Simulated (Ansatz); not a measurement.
## Ni under compression and expansion

```cif
data_structure
_symmetry_space_group_name_H-M 'Im-3m'
_symmetry_Int_Tables_number 229
_cell_length_a 2.8018
_cell_length_b 2.8018
_cell_length_c 2.8018
_cell_angle_alpha 90.000
_cell_angle_beta 90.000
_cell_angle_gamma 90.000
_cell_volume 22.00
loop_
_atom_site_label
_atom_site_type_symbol
_atom_site_symmetry_multiplicity
_atom_site_Wyckoff_symbol
_atom_site_fract_x
_atom_site_fract_y
_atom_site_fract_z
_atom_site_occupancy
Ni1 Ni 2 a 0.00000 0.00000 0.00000 1
```

The runs use the primitive cell with vectors (-1.401, 1.401, 1.401), (1.401, -1.401, 1.401), (1.401, 1.401, -1.401) Å, to which the k mesh refers.

The structure comes from a relaxation in the same program, started in the bcc type, and has space group Im-3m. Whether it is a known phase or the ground state wasn't checked.

The magnetic state is the one reached from the start moments; no search over orders was made, so it needn't be the ground state.

Methods: DFT, PBE, all-electron LAPW, scalar-relativistic (Ansatz 0.2.0); DFT, PBE, PAW with Ansatz's default frozen-core files, scalar-relativistic (Ansatz 0.2.0).

For LAPW: a Γ-centred 18×18×18 k mesh, Fermi–Dirac smearing of 0.08 eV, basis error target 0.5 meV/atom, spin-polarised from start moments Ni 1.5 μB. PAW takes a cutoff of 420 eV at this cell. The Ansatz runs share mesh, smearing and spin set-up. Plane-wave (PAW) pressures include the program's estimate of the Pulay term.

The cell above is scaled evenly, with fractional coordinates and shape held.

Task: Estimate the equilibrium volume and bulk modulus that full-potential LAPW gives for this fixed shape.

Result: V0 = 11.00 Å³/atom, B0 = 191 GPa, B0′ = 4.8, from a third-order Birch–Murnaghan fit to these pressures:
```json
{"V/V(cell)": "0.9600", "V (Å³/atom)": "10.558", "P, LAPW (GPa)": "8.59", "P, PAW (GPa)": "8.61", "moment, LAPW (μB)": "0.53", "free energy over the lowest listed, PAW (meV/atom)": "11.4"}
{"V/V(cell)": "0.9800", "V (Å³/atom)": "10.778", "P, LAPW (GPa)": "4.05", "P, PAW (GPa)": "4.07", "moment, LAPW (μB)": "0.55", "free energy over the lowest listed, PAW (meV/atom)": "2.8"}
{"V/V(cell)": "1.0000", "V (Å³/atom)": "10.998", "P, LAPW (GPa)": "0.01", "P, PAW (GPa)": "0.03", "moment, LAPW (μB)": "0.56", "free energy over the lowest listed, PAW (meV/atom)": "0.0"}
{"V/V(cell)": "1.0200", "V (Å³/atom)": "11.218", "P, LAPW (GPa)": "-3.59", "P, PAW (GPa)": "-3.56", "moment, LAPW (μB)": "0.57", "free energy over the lowest listed, PAW (meV/atom)": "2.5"}
{"V/V(cell)": "1.0400", "V (Å³/atom)": "11.438", "P, LAPW (GPa)": "-6.79", "P, PAW (GPa)": "-6.77", "moment, LAPW (μB)": "0.58", "free energy over the lowest listed, PAW (meV/atom)": "9.6"}
```

PAW's V0 lies 0.01 % from the all-electron value and its B0 -0.1 %. Symmetry fixes shape and coordinates here, so this is the relaxed modulus.
